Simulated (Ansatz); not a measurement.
# TiAl: the cost of one run

Program: Ansatz 0.2.0. Level of theory: DFT PBE, scalar-relativistic, plane waves, PAW. These are calculated values, not measurements.

3 further runs of the same task are left out: 1 that didn't finish, 2 set aside as unsound or not needed.

## Step 1: Starting point

Symmetry: P4/mmm, No. 123, tetragonal system. Conventional cell: a = 2.825 Å, b = 2.825 Å, c = 4.078 Å, α = 90.00°, β = 90.00°, γ = 90.00°. Ti (site symmetry 4/mmm) is surrounded by 4 Ti at 2.82 Å and 8 Al at 2.85 Å. Around Al (site symmetry 4/mmm) lie 4 Al at 2.82 Å and 8 Ti at 2.85 Å.

Coordinates:

```
Ti Al
1.0
     2.82487    0.00000    0.00000
     0.00000    2.82487    0.00000
     0.00000    0.00000    4.07798
Ti Al
1 1
Direct
  0.00000 0.00000 0.00000
  0.50000 0.50000 0.50000
```

It is the result of an earlier relaxation at this level (volume 16.27 Å³/atom; gap on the mesh: none (metal)).

## Step 2: Phonons at Γ, at rest

The input, input.yaml:

```yaml
crystal:
  lattice:
    - [2.824873837, 0.0, 0.0]
    - [0.0, 2.824873837, 0.0]
    - [0.0, 0.0, 4.077975094]
  atoms:
    - { symbol: Ti, position: [0.0, 0.0, 0.0] }
    - { symbol: Al, position: [0.5, 0.5, 0.5] }
basis:
  ecutwfc: 420
kpoints:
  mp_grid: { grid: [14, 14, 10] }
hamiltonian:
  xc: pbe
scf:
  occupations: { method: fermi_dirac, width: 0.15 }
output:
  eigenvalues: true
phonons:
  method: dfpt
  eigenvectors: true
```

Launch:

```
> ansatz run input.yaml --threads 1 --pin off --max-ram 3072MiB --backend cpu --events-out ev --progress --plain --runs-dir out
```

**Question.** How long does this run take on 1 thread of AMD EPYC 7R43 (Zen 3), shared host, and how much memory does it need?

About 64 s, with a peak of 0.78 GiB.
